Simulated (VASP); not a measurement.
Write the native input for VASP 6.6.1 that does the following.

- Task: single point
- Functional: PBE
- Potentials or basis: VASP PAW PBE potentials, release 64 (Li_sv)
- Cutoff: 520 eV
- k mesh: 6 × 6 × 3
- Occupations: fermi-dirac, width 0.05 eV
- Spin: no spin polarisation
- Dipole correction: no
- Further INCAR settings: ALGO = Fast; EDIFF = 1e-06; NBANDS = 10

The structure of Li lies in POSCAR:

```
Li
1.0
    3.1110000000      0.0000000000      0.0000000000
   -1.5555000000      2.6942050312      0.0000000000
    0.0000000000      0.0000000000      5.0930000000
Li
2
Direct
    0.6465200000      0.3417880000      0.7477250000
    0.3151100000      0.6389100000      0.2394410000
```

This isn't the form of Li at room conditions, which is bcc.

These files were run (other wordings do the same):

INCAR

```
SYSTEM = Li
PREC     = Accurate       ! precision mode
ENCUT    = 520            ! plane-wave cutoff, eV
EDIFF    = 1E-6           ! SCF threshold, eV
ISMEAR   = -1             ! smearing method
SIGMA    = 0.05           ! smearing width, eV
LREAL    = .False.        ! projectors in reciprocal space
LASPH    = .True.         ! aspherical terms in the spheres
NELM     = 100            ! most SCF steps
ALGO     = Fast           ! electronic algorithm
ISIF     = 2              ! what is computed and relaxed
LWAVE    = .False.        ! write WAVECAR
LCHARG   = .False.        ! write CHGCAR
GGA      = PE             ! functional
NBANDS   = 10             ! bands
```

KPOINTS

```
Automatic mesh
0
Gamma
  6 6 3
  0 0 0
```

Potentials or basis: VASP PAW PBE potentials, release 64 (Li_sv).

The run is started by

```bash
$ cat potpaw_PBE.64/Li_sv/POTCAR > POTCAR
$ mpirun -np 1 vasp_std > vasp.out
```

Results of the run:

- Largest force: 0.050 eV/Å
- Band gap on the k mesh: none (metal or under the smearing width)

Caveat: the k mesh is coarse (spacing up to 0.41 Å⁻¹), so the values aren't converged.

Wall time 22 s on 1 thread of Intel(R) Xeon(R) Platinum 8259CL CPU @ 2.50GHz (Skylake/Cascade Lake), on a shared host, peak memory 0.15 GiB.
